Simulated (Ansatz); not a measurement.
Runs of Ansatz 0.2.0 on Ru. It takes space group P6_3/mmc (No. 194, hexagonal). Conventional cell: a = 2.706 Å, b = 2.706 Å, c = 4.282 Å, α = 90.00°, β = 90.00°, γ = 120.00°. Ru (site symmetry -6m2) is surrounded by 12 Ru at 2.65 to 2.71 Å. 

```tsv
task	level	potentials or basis	spin	cell	k mesh	cutoff (eV)	smearing	basis error allowed	mesh quality	gap on the mesh (eV)	pressure (GPa)	relaxed volume (Å³/atom)
relaxation of cell and atoms	PBEsol+D4	all-electron LAPW, scalar-relativistic	off	relaxed	11 × 11 × 6	-	fermi-dirac 0.05 eV	0.001 eV/atom	not flagged	-	0.0	13.19
single point	PBE	all-electron LAPW, scalar-relativistic	off	as given	11 × 11 × 6	281	gaussian 0.028 eV	0.001 eV/atom	not flagged	none	4.4	-
single point	PBE	all-electron LAPW, scalar-relativistic	off	as given	11 × 11 × 6	281	gaussian 0.019 eV	0.001 eV/atom	not flagged	none	4.4	-
relaxation of cell and atoms	LDA	all-electron LAPW, scalar-relativistic	off	relaxed	11 × 11 × 6	-	fermi-dirac 0.05 eV	0.001 eV/atom	not flagged	-	0.0	13.09
relaxation of cell and atoms	BLYP+D3(BJ)	all-electron LAPW, scalar-relativistic	off	relaxed	11 × 11 × 6	-	fermi-dirac 0.05 eV	0.001 eV/atom	not flagged	-	0.0	(a)
single point	PBE	all-electron LAPW, scalar-relativistic	off	as given	8 × 8 × 4	250	fermi-dirac 0.03 eV	0.003 eV/atom	coarse	none	4.4	-
band structure	PBE	all-electron LAPW, scalar-relativistic	off	as given	8 × 8 × 4	281	fermi-dirac 0.05 eV	0.001 eV/atom	coarse	-	(b)	-
relaxation of cell and atoms	PBEsol+D3(BJ)	all-electron LAPW, scalar-relativistic	off	relaxed	11 × 11 × 6	-	fermi-dirac 0.05 eV	0.001 eV/atom	not flagged	-	0.0	13.05
elastic constants	PBE	all-electron LAPW, scalar-relativistic	off	as given	8 × 8 × 5	300	fermi-dirac 0.05 eV	0.001 eV/atom	coarse	none	4.0	-
band structure	PBE	all-electron LAPW, relativistic spinors	SOC, no magnetisation	as given	8 × 8 × 4	281	fermi-dirac 0.05 eV	0.001 eV/atom	coarse	-	4.5	-
band structure	RPBE	all-electron LAPW, scalar-relativistic	off	as given	11 × 11 × 6	281	fermi-dirac 0.05 eV	0.001 eV/atom	not flagged	-	(c)	-
phonons	LDA	all-electron LAPW, scalar-relativistic	off	as given	8 × 8 × 5	299	fermi-dirac 0.05 eV	0.001 eV/atom	coarse	none	-	-
```

Q: Estimate the missing entries.

A: (a) 13.61; (b) 4.3; (c) 8.9.

Caveats: some runs use coarse meshes; the k mesh is thin for a metal, which can move the energy by tens of meV per atom (some runs); a metal's response needs a denser mesh (some runs); the cell is more than 3 GPa from zero pressure, which shifts response properties (some runs); elastic constants of metals need much finer meshes, so these are rough (some runs).

A k mesh can miss the band edges, and rows without SOC leave out spin-orbit coupling on Ru.

A gap of «none» marks a metal or a gap under the smearing width.

The runs don't all hold the same shells in valence.
